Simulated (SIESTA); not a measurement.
**TiO2 (Anatase) under changes of volume**

One of the cells (11.354 Å³/atom); the others are scaled copies at fixed shape and fractional positions:

```
Ti O
1.0
    -1.89210    1.89210    4.75730
     1.89210   -1.89210    4.75730
     1.89210    1.89210   -4.75730
Ti O
2 4
Direct
  0.75000 0.25000 0.50000
  0.00000 0.00000 0.00000
  0.79190 0.79190 0.00000
  0.54190 0.04190 0.50000
  0.95810 0.45810 0.50000
  0.20810 0.20810 0.00000
```

```yaml
Program: SIESTA 5.4.2
Functional: PBE
Potentials_or_basis: PseudoDojo 0.4 standard (PBE files)
Basis: DZP (energy shift 0.003 Ry; two zetas on semicore shells)
Grid_cutoff: 800 Ry
Energy_shift: 0.003 Ry
k_mesh: 7 × 7 × 7
Occupations: fermi-dirac, width 0.05 eV
Spin: no spin polarisation
```

| volume (Å³/atom) | energy over the lowest point (meV/atom) | pressure (GPa) | gap on the mesh (eV) | largest force (eV/Å) |
| --- | --- | --- | --- | --- |
| 10.673 | ? | ? | ? | ? |
| 10.900 | 53.77 | 19.8 | 2.07 | 0.481 |
| 11.127 | 29.80 | 14.2 | 2.03 | 0.335 |
| 11.354 | 13.36 | 9.1 | 1.99 | 0.201 |
| 11.581 | 3.56 | 4.6 | 1.95 | 0.075 |
| 11.808 | 0.00 | 0.5 | 1.91 | 0.040 |
| 12.035 | 2.02 | -3.3 | 1.87 | 0.149 |

**Question.** What does the run at 10.673 Å³/atom give?

**Answer.** Energy over the lowest point 86.05 meV/atom; pressure 25.9 GPa; gap on the mesh 2.11 eV; largest force 0.637 eV/Å.

Worked out: A Birch-Murnaghan fit of order 3 (a polynomial in V^(-2/3)) to the other rows has its minimum at 11.84 Å³/atom with B0 = V·E''(V) = 204 GPa and B' = 3.9 at fixed shape and positions, which overstates the stiffness. It gives 85.88 meV/atom at 10.673 Å³/atom, against the run's 86.05, and -dE/dV = 25.7 GPa, against 25.9. A straight line through the other rows of the gap, of slope -2.02 eV per unit of ln V, extrapolates to 2.11 eV, against the run's 2.11.

Energies are extrapolated to zero smearing.

Caveats: an odd mesh through Γ misses points on the zone boundary, where band edges often lie; the basis of atomic orbitals isn't converged, which shifts pressures, moduli and gaps.
